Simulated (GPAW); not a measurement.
Write an ASE script for GPAW 26.7.0 that does the following.

```
Task                : dielectric tensor
Functional          : PBE
Potentials or basis : GPAW PAW data sets (gpaw-data 1.2.1)
Cutoff              : 500 eV
Basis               : pw
k mesh              : 6 × 6 × 6
Occupations         : fermi-dirac, width 0.001 eV
Spin                : no spin polarisation
Response ecut       : 80 eV
Maxiter             : 150
Response k mesh     : 20 × 20 × 20
Response bands      : 30
Kernels             : ["RPA"]
Coarser k mesh      : 20 × 20 × 20
```

Crystal: PbS (Galena).

```
Pb S
1.0
     0.00000    2.92567    2.92567
     2.92567    0.00000    2.92567
     2.92567    2.92567    0.00000
Pb S
1 1
Direct
  0.00000 0.00000 0.00000
  0.50000 0.50000 0.50000
```

The input as run:

run.py

```python
import numpy as np
from ase import Atoms
from ase.dft.bandgap import bandgap
from ase.io import write
from gpaw import GPAW, PW
from gpaw.response.df import DielectricFunction

atoms = Atoms(['Pb', 'S'],
              cell=[[0.0, 2.9256673838, 2.9256673838],
                    [2.9256673838, 0.0, 2.9256673838],
                    [2.9256673838, 2.9256673838, 0.0]],
              scaled_positions=[[0.0, 0.0, 0.0],
                                [0.5, 0.5, 0.5]],
              pbc=True)

calc = GPAW(mode=PW(500),
            xc='PBE',
            kpts={'size': (6, 6, 6), 'gamma': True},
            occupations={'name': 'fermi-dirac', 'width': 0.001},
            nbands=19,
            convergence={'density': 1e-06},
            maxiter=150,
            txt='gpaw.txt')
atoms.calc = calc
energy = atoms.get_potential_energy()
calc.write('gs.gpw')
write('result.traj', atoms)
print(f'Energy: {energy:.6f} eV')
print('Fermi level:', round(calc.get_fermi_level(), 4), 'eV')
print(f'Gap: {bandgap(calc)[0]:.4f} eV, direct: {bandgap(calc, direct=True)[0]:.4f} eV')

for size in [(20, 20, 20)]:
    name = 'x'.join(str(n) for n in size)
    dense = calc.fixed_density(kpts={'size': size, 'gamma': True},
                               nbands=36, convergence={'bands': 30, 'eigenstates': 1e-7},
                               update_fermi_level=True, txt=f'dense-{name}.txt')
    dense.write(f'{name}.gpw', mode='all')
    df = DielectricFunction(f'{name}.gpw', frequencies=np.array([0.0]), hilbert=False, eta=0.001,
                            ecut=80, nbands=30, intraband=False, txt=f'df-{name}.txt')
    for xc in ['RPA']:
        for direction in ['x', 'y', 'z', [0, 1, 1], [1, 0, 1], [1, 1, 0]]:
            e0, e = df.get_macroscopic_dielectric_constant(xc=xc, direction=direction)
            print(f'{name} {xc} {direction}: {e0:.4f} without, {e:.4f} with local fields')
```

Potentials or basis: GPAW PAW data sets (gpaw-data 1.2.1), pw.

The run is started by

```bash
$ OMP_NUM_THREADS=1 python run.py
```

It gave:

- Band gap on the k mesh: 0.15 eV, direct
- Electronic dielectric tensor (diagonal): 25.89

Caveat: the gap is small at this level, which inflates the dielectric constant; the long-wavelength limit can be off by a per cent or two; spin-orbit coupling is left out, which as a rule narrows the gap of such compounds by several tenths of an eV.

It took 5.5 min on 1 thread of Arm Neoverse V1, on a shared host, peak memory 0.56 GiB.
